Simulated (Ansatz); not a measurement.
# O under compression and expansion

```cif
data_structure
_symmetry_space_group_name_H-M 'P 1'
_symmetry_Int_Tables_number 1
_cell_length_a 1.9971
_cell_length_b 1.9971
_cell_length_c 1.9971
_cell_angle_alpha 90.000
_cell_angle_beta 90.000
_cell_angle_gamma 90.000
_cell_volume 7.97
loop_
_atom_site_label
_atom_site_type_symbol
_atom_site_fract_x
_atom_site_fract_y
_atom_site_fract_z
_atom_site_occupancy
O1 O 0.00000 0.00000 0.00000 1
```

The runs use the primitive cell with vectors (1.997, 0.000, 0.000), (0.000, 1.997, 0.000), (0.000, 0.000, 1.997) Å, to which the k mesh refers.

The conventional cell has a = 1.997 Å, b = 1.997 Å, c = 1.997 Å, α = 90.00°, β = 90.00°, γ = 90.00°. O (atom 1) has 6 O at 2.00 Å as nearest neighbours.

The structure comes from a relaxation in the same program, started in the sc type, and has space group Pm-3m. Whether it is a known phase or the ground state wasn't checked.

This is a hypothetical arrangement without O2 molecules, not solid oxygen as it is known.

Levels of theory: DFT, PBE, all-electron LAPW, scalar-relativistic (Ansatz 0.2.0); DFT, PBE, PAW with Ansatz's default frozen-core files, scalar-relativistic (Ansatz 0.2.0).

For LAPW: a Γ-centred 18×18×18 k mesh, Fermi–Dirac smearing of 0.03 eV, basis error target 1 meV/atom, no spin polarisation. PAW takes a cutoff of 420 eV at this cell. The Ansatz runs share mesh, smearing and spin set-up. Plane-wave (PAW) pressures include the program's estimate of the Pulay term.

The cell above is scaled evenly, with fractional coordinates and shape held.

```json
{"V/V(cell)": "0.9600", "V (Å³/atom)": "7.647", "P, LAPW (GPa)": "7.55", "P, PAW (GPa)": "7.66", "free energy over the lowest listed, PAW (meV/atom)": "7.2"}
{"V/V(cell)": "0.9800", "V (Å³/atom)": "7.806", "P, LAPW (GPa)": "3.50", "P, PAW (GPa)": "3.60", "free energy over the lowest listed, PAW (meV/atom)": "1.7"}
{"V/V(cell)": "1.0000", "V (Å³/atom)": "7.966", "P, LAPW (GPa)": "-0.11", "P, PAW (GPa)": "-0.01", "free energy over the lowest listed, PAW (meV/atom)": "0.0"}
{"V/V(cell)": "1.0200", "V (Å³/atom)": "8.125", "P, LAPW (GPa)": "-3.35", "P, PAW (GPa)": "-3.23", "free energy over the lowest listed, PAW (meV/atom)": "1.5"}
{"V/V(cell)": "1.0400", "V (Å³/atom)": "8.284", "P, LAPW (GPa)": "-6.25", "P, PAW (GPa)": "-6.13", "free energy over the lowest listed, PAW (meV/atom)": "6.3"}
```

What do Birch–Murnaghan fits to the pressures give?

LAPW: V0 = 7.96 Å³/atom, B0 = 172 GPa, B0′ = 4.5; PAW: V0 = 7.97 Å³/atom, B0 = 171 GPa, B0′ = 4.6.

PAW's V0 lies 0.06 % from the all-electron value and its B0 -0.4 %. Symmetry fixes shape and coordinates here, so this is the relaxed modulus.
